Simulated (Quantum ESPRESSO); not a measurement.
MnO in Quantum ESPRESSO: the effect of functional

MnO:

```
CELL_PARAMETERS angstrom
2.67239 0.00000 0.00000
0.00000 2.67239 0.00000
0.00000 0.00000 2.67239
ATOMIC_POSITIONS crystal
Mn 0.00000 0.00000 0.00000
O 0.50000 0.50000 0.50000
```

Measurements of this composition are mostly on another form, of space group No. 225.

Alike in all runs:

| Quantity | Value |
| --- | --- |
| Program | Quantum ESPRESSO 7.5 |
| Task | phonons |
| Cutoff | 1306 eV |
| Density cutoff | 5225 eV |
| k mesh | 6 × 6 × 6, shifted |
| Occupations | fermi-dirac, width 0.05 eV |
| Spin | collinear spin, ferromagnetic start |
| Starting moments | [4.0, 0.0] μB |

Each run relaxes the cell or the atoms first.

```csv
functional,potentials or basis,relaxed volume (Å³/atom),moment (μB)
LDA,PseudoDojo 0.4.1 SR LDA standard,8.50,3.52
PBEsol,PseudoDojo 0.4.1 SR PBEsol standard,9.35,4.16
PW91,PseudoDojo 0.4.1 SR PBE standard,10.60,5.00
AM05,PseudoDojo 0.4.1 SR PBE standard,?,?
WC,PseudoDojo 0.4.1 SR PBE standard,9.43,4.20
```

Task: What does the run with functional AM05 give?

Result: Relaxed volume 8.82 Å³/atom; moment 3.52 μB.

Caveats: all runs use coarse meshes; the mesh is thin for the phonons of a metal; a cell with one magnetic atom can't hold antiferromagnetic order, which such compounds often take; the potentials were made for another functional, which shifts forces and pressure (some runs); the acoustic modes lie far from zero, so the frequencies are unreliable (some runs); some modes are imaginary (some runs); before the sum rule the acoustic modes lie tens of cm⁻¹ from zero, a sign that the density grid also shifts the optical modes (some runs).

Runs at the PBE level aren't shown here.
